**PbSe equation of state across functionals: forecast of the WC row**

The table holds the equilibrium volume, bulk modulus and its pressure slope of rocksalt PbSe from ABINIT PAW calculations with four LDA and seven GGA functionals, without spin-orbit coupling. The program fits the volume as a linear function of the slope, or alternatively the value, of the gradient part of the exchange-correlation enhancement factor at one density and one reduced gradient, on five GGAs, and a power law of modulus against volume on six. It also evaluates the Birch-Murnaghan curves at a common volume, where LDA is softer than PBE, the reverse of the table. For the withheld WC row the slope model gives 28.55 ± 0.26 Å³/atom against a computed 28.49, and the value model is 0.31 too high. The modulus forecast of 53.7 ± 1.2 GPa misses the computed 55.3 GPa by 1.3 error bars.

ABINIT 10.8.3, plane-wave DFT with PAW datasets for rocksalt PbSe, without spin polarisation, spin-orbit coupling or dispersion correction; 8×8×8 k mesh, cutoff 408.171 eV (816.342 eV on the fine grid), Fermi-Dirac smearing of 0.05 eV. Equilibrium volumes and bulk moduli are from fits to the energies at seven scaled volumes of the given cell (28.67 Å³/atom).

## Script

```python
# Table: equilibrium volume V0, bulk modulus B0 and slope B' of rocksalt PbSe, ABINIT PAW, LDA and GGA functionals, no spin-orbit.
# Tested: V0 linear in the slope (or value) of the gradient part g(s) of F_xc; B0 as a power of V0; B at a common volume; forecast of withheld row.
T = {
    'functional': ['LDA', 'PBE', 'PBEsol', 'AM05', 'BP86', 'LDA-PZ', 'LDA-Teter', 'LDA-VWN', 'PW91', 'SOGGA', 'WC'],
    'potentials': ['JTH PAW LDA v2.0 sp', 'JTH PAW PBE v2.0 sp', 'JTH PAW PBE v2.0 sp', 'JTH PAW PBE v2.0 sp', 'JTH PAW PBE v2.0 sp', 'JTH PAW LDA v2.0 sp', 'JTH PAW LDA v2.0 sp', 'JTH PAW LDA v2.0 sp', 'JTH PAW PBE v2.0 sp', 'JTH PAW PBE v2.0 sp', 'JTH PAW PBE v2.0 sp'],
    'equilibrium_volume': [27.6, 30.03, 28.48, 28.75, 30.19, 27.61, 27.63, 27.58, 29.92, 28.05, 28.49],  # angstrom^3/atom
    'equilibrium_volume_change': [-3.72, 4.75, -0.68, 0.28, 5.31, -3.7, -3.62, -3.79, 4.36, -2.17, -0.62],  # % of the given cell
    'bulk_modulus': [59.2, 48.7, 54.6, 51.7, 48.9, 58.8, 59.1, 59.3, 49.5, 55.8, 55.3],  # GPa
    'bulk_modulus_slope': [4.36, 4.1, 4.19, 4.17, 4.0, 4.15, 4.36, 4.36, 4.16, 4.15, 4.22],
}
HELD = [10]  # rows withheld from the fit
import numpy as np
from scipy.special import lambertw
from scipy.constants import physical_constants as pc
N = T['functional']; V, C, B, Bp = (np.array(T[k], float) for k in ['equilibrium_volume', 'equilibrium_volume_change', 'bulk_modulus', 'bulk_modulus_slope'])
K = [i for i in range(len(N)) if i not in HELD]; ix = {n: i for i, n in enumerate(N)}
Vr = 28.67088  # A^3/atom, middle scan volume; stress pressures there (GPa), both typed from the outputs of the same runs
Ps = {'LDA': -2.072, 'PBE': 2.442, 'PBEsol': -0.389, 'AM05': 0.106, 'BP86': 2.750, 'LDA-PZ': -2.070, 'LDA-Teter': -2.011, 'LDA-VWN': -2.113, 'PW91': 2.266, 'SOGGA': -1.187}
n = 5/(Vr/(pc['Bohr radius'][0]*1e10)**3); rs = (3/(4*np.pi*n))**(1/3); kF = (3*np.pi**2*n)**(1/3); ex = 3*kF/(4*np.pi)
ga = 0.031091; ec = -2*ga*(1+0.2137*rs)*np.log(1+1/(2*ga*(7.5957*rs**.5+3.5876*rs+1.6382*rs**1.5+0.49294*rs**2)))
def H(s, b):  # PBE-type correlation gradient term in units of |eps_x|
    t = np.pi*kF*s*s/4; y = b/ga/(np.exp(-ec/ga)-1)*t
    return ga*np.log(1+b/ga*t*(1+y)/(1+y+y*y))/ex
def g(f, s):  # defining forms of the functionals; PW91 correlation approximated by PBE correlation
    m0, m1, b1 = 10/81, 0.21951, 0.066725; sat = lambda x: 0.804*x/(0.804+x); a = 1+0.19645*s*np.arcsinh(7.7956*s)
    if f == 'PBE': return sat(m1*s*s)-H(s, b1)
    if f == 'PBEsol': return sat(m0*s*s)-H(s, 0.046)
    if f == 'WC': return sat(m0*s*s+(m1-m0)*s*s*np.exp(-s*s)+np.log(1+0.0079375*s**4))-H(s, b1)
    if f == 'PW91': return (a+(0.2743-0.1508*np.exp(-100*s*s))*s*s)/(a+0.004*s**4)-1-H(s, b1)
    if f[:5] == 'SOGGA': y = m0*s*s/0.552; return 0.552*(1-0.5/(1+y)-0.5*np.exp(-y))-H(s, b1 if 'PBE' in f else 0.037526)
    if f == 'BP86':
        c = 0.001667+(0.002568+0.023266*rs+7.389e-6*rs**2)/(1+8.723*rs+0.472*rs**2+0.07389*rs**3); u = 2*kF*s/n**(1/6)
        return 0.2743*s*s/a-c*u*u*np.exp(-1.745*0.11*0.004235/c*u)/ex
    if f == 'AM05':
        X = 1/(1+2.804*s*s); z = (1.5*lambertw(s**1.5/(2*6**.5)).real)**(2/3); Fb = np.pi/3*s/(z*(28.237057+z*z)**.25)
        return (1-X)*((0.7168*s*s+1)/(0.7168*s*s/Fb+1)-1+ec/ex*(1-0.8098))
    return 0.0
D = {'slope': lambda f, s: (g(f, s+1e-4)-g(f, s-1e-4))/2e-4, 'value': g}
def P(i, v):
    x = (V[i]/v)**(1/3); return 1.5*B[i]*(x**7-x**5)*(1+0.75*(Bp[i]-4)*(x*x-1))
Br = {i: -Vr*(P(i, Vr+1e-3)-P(i, Vr-1e-3))/2e-3 for i in K}
print("functional  V0 A^3  B0 GPa   B'   | at %.2f A^3: P fit, P stress, B (GPa)" % Vr)
for i in sorted(K, key=lambda i: V[i]): print('%-10s %6.2f %6.1f %6.2f  | %6.2f %6.2f %6.1f' % (N[i], V[i], B[i], Bp[i], P(i, Vr), Ps[N[i]], Br[i]))
L = [i for i in K if N[i][:3] == 'LDA']; G = [i for i in K if i not in L]; l, p0 = ix['LDA'], ix['PBE']
print('LDA spread of V0 %.2f A^3; PBE over LDA: V0 %+.1f %%, B0 %+.1f %%, B at common volume %+.1f %%' % (np.ptp(V[L]), 100*(V[p0]/V[l]-1), 100*(B[p0]/B[l]-1), 100*(Br[p0]/Br[l]-1)))
print('largest gap of P fit and P stress %.2f GPa; rs = %.2f bohr; table rounding 0.005 A^3, 0.05 GPa' % (max(abs(P(i, Vr)-Ps[N[i]]) for i in K), rs))
F = ['PBEsol', 'AM05', 'PW91', 'PBE', 'BP86']; y = np.array([V[ix[f]] for f in F])
def fit(m, s):
    x = np.array([D[m](f, s) for f in F]); p = np.polyfit(x, y, 1); return p, np.sqrt(np.sum((np.polyval(p, x)-y)**2)/2)
S = {m: min(np.arange(0.5, 2.001, 0.01), key=lambda s: fit(m, s)[1]) for m in D}
mod = lambda m, f, s=None: np.polyval(fit(m, s or S[m])[0], D[m](f, s or S[m]))
for m in D: p, r = fit(m, S[m]); print('%s model: s* = %.2f, V0 = %.2f + %.1f x, scatter %.2f A^3 (5 rows, 3 parameters)' % (m, S[m], p[1], p[0], r))
print("row (* not fitted)   g'(s*)  V0 model  model-table |  g(s*)  V0 model  model-table")
for f in F+['SOGGA own beta', 'SOGGA PBE beta', 'LDA']:
    v = V[ix[f.split()[0]]]; print('%-17s' % (f+('' if f in F else ' *'))+' |'.join(' %8.3f %8.2f %+8.2f' % (D[m](f, S[m]), mod(m, f), mod(m, f)-v) for m in D))
q = np.polyfit(np.log(V[G]), np.log(B[G]), 1); rB = np.exp(np.polyval(q, np.log(V[G])))-B[G]; sB = np.sqrt(np.sum(rB**2)/(len(G)-2))
print("six GGAs: B0 ~ V0^%.2f (one fixed curve would give about -B' = %.2f), scatter %.2f GPa" % (q[0], -Bp[G].mean(), sB))
print('B0 power law minus table, GPa: '+', '.join('%s %+.1f' % (N[i], r) for i, r in zip(G, rB)))
assert np.ptp(V[L]) < 0.1 and V[L].max() < V[G].min()
assert V[ix['SOGGA']] < V[ix['PBEsol']] < V[ix['AM05']] < V[ix['PW91']] < V[p0] < V[ix['BP86']]
assert B[l] > B[p0] and Br[l] < Br[p0]
assert -4 < q[0] < -1
for h in HELD:
    f = N[h]; v = mod('slope', f); v2 = mod('value', f); e = np.hypot(fit('slope', S['slope'])[1], v-v2)
    print("%s: g' = %.3f, slope model V0 %.2f; g = %.3f, value model V0 %.2f A^3" % (f, D['slope'](f, S['slope']), v, g(f, S['value']), v2))
    print('slope model at fixed s (V0, scatter): '+', '.join('%.1f: %.2f, %.2f' % (s, mod('slope', f, s), fit('slope', s)[1]) for s in (0.6, 0.8, 1.0, 1.2, 1.5)))
    b = np.exp(np.polyval(q, np.log(v)))
    for lab, a, d, t in [('V0, A^3/atom', v, e, V[h]), ('volume change, %', 100*(v/Vr-1), 100*e/Vr, C[h]),
                         ('B0, GPa', b, np.hypot(sB, q[0]*b*e/v), B[h]), ("B' (GGA mean)", Bp[G].mean(), Bp[G].std(ddof=1), Bp[h])]:
        print('%s %-17s predicted %.2f +- %.2f, computed %.2f, miss %+.2f (%.1f error bars)' % (f, lab, a, d, t, a-t, abs(a-t)/d))
    print('%s computed V0 minus PBEsol %+.2f, minus AM05 %+.2f, value model miss %+.2f A^3' % (f, V[h]-V[ix['PBEsol']], V[h]-V[ix['AM05']], v2-V[h]))
    bv = np.exp(np.polyval(q, np.log(V[h]))); print('%s B0 from power law at computed V0 %.1f GPa, miss %+.1f; B0 minus PBEsol %+.1f GPa' % (f, bv, bv-B[h], B[h]-B[ix['PBEsol']]))
```

Output:

```
functional  V0 A^3  B0 GPa   B'   | at 28.67 A^3: P fit, P stress, B (GPa)
LDA-VWN     27.58   59.3   4.36  |  -2.11  -2.11   49.9
LDA         27.60   59.2   4.36  |  -2.07  -2.07   50.0
LDA-PZ      27.61   58.8   4.15  |  -2.05  -2.07   50.1
LDA-Teter   27.63   59.1   4.36  |  -2.02  -2.01   50.1
SOGGA       28.05   55.8   4.15  |  -1.17  -1.19   50.9
PBEsol      28.48   54.6   4.19  |  -0.36  -0.39   53.1
AM05        28.75   51.7   4.17  |   0.14   0.11   52.3
PW91        29.92   49.5   4.16  |   2.31   2.27   58.9
PBE         30.03   48.7   4.10  |   2.48   2.44   58.6
BP86        30.19   48.9   4.00  |   2.80   2.75   59.8
LDA spread of V0 0.05 A^3; PBE over LDA: V0 +8.8 %, B0 -17.7 %, B at common volume +17.3 %
largest gap of P fit and P stress 0.05 GPa; rs = 2.10 bohr; table rounding 0.005 A^3, 0.05 GPa
slope model: s* = 0.79, V0 = 27.75 + 22.1 x, scatter 0.07 A^3 (5 rows, 3 parameters)
value model: s* = 1.56, V0 = 27.37 + 17.1 x, scatter 0.09 A^3 (5 rows, 3 parameters)
row (* not fitted)   g'(s*)  V0 model  model-table |  g(s*)  V0 model  model-table
PBEsol               0.031    28.44    -0.04 |    0.068    28.54    +0.06
AM05                 0.048    28.81    +0.06 |    0.077    28.68    -0.07
PW91                 0.095    29.85    -0.07 |    0.154    29.99    +0.07
PBE                  0.104    30.04    +0.01 |    0.153    29.98    -0.05
BP86                 0.112    30.22    +0.03 |    0.164    30.17    -0.02
SOGGA own beta *     0.041    28.67    +0.62 |    0.074    28.64    +0.59
SOGGA PBE beta *     0.010    27.98    -0.07 |    0.045    28.14    +0.09
LDA *                0.000    27.75    +0.15 |    0.000    27.37    -0.23
six GGAs: B0 ~ V0^-1.81 (one fixed curve would give about -B' = -4.13), scatter 0.80 GPa
B0 power law minus table, GPa: PBE +0.3, PBEsol -0.7, AM05 +1.3, BP86 -0.4, PW91 -0.2, SOGGA -0.4
WC: g' = 0.036, slope model V0 28.55; g = 0.084, value model V0 28.80 A^3
slope model at fixed s (V0, scatter): 0.6: 28.89, 0.29, 0.8: 28.54, 0.08, 1.0: 28.46, 0.27, 1.2: 28.62, 0.40, 1.5: 29.10, 0.37
WC V0, A^3/atom      predicted 28.55 +- 0.26, computed 28.49, miss +0.06 (0.2 error bars)
WC volume change, %  predicted -0.42 +- 0.92, computed -0.62, miss +0.20 (0.2 error bars)
WC B0, GPa           predicted 53.69 +- 1.21, computed 55.30, miss -1.61 (1.3 error bars)
WC B' (GGA mean)     predicted 4.13 +- 0.07, computed 4.22, miss -0.09 (1.3 error bars)
WC computed V0 minus PBEsol +0.01, minus AM05 -0.26, value model miss +0.31 A^3
WC B0 from power law at computed V0 53.9 GPa, miss -1.4; B0 minus PBEsol +0.7 GPa
```
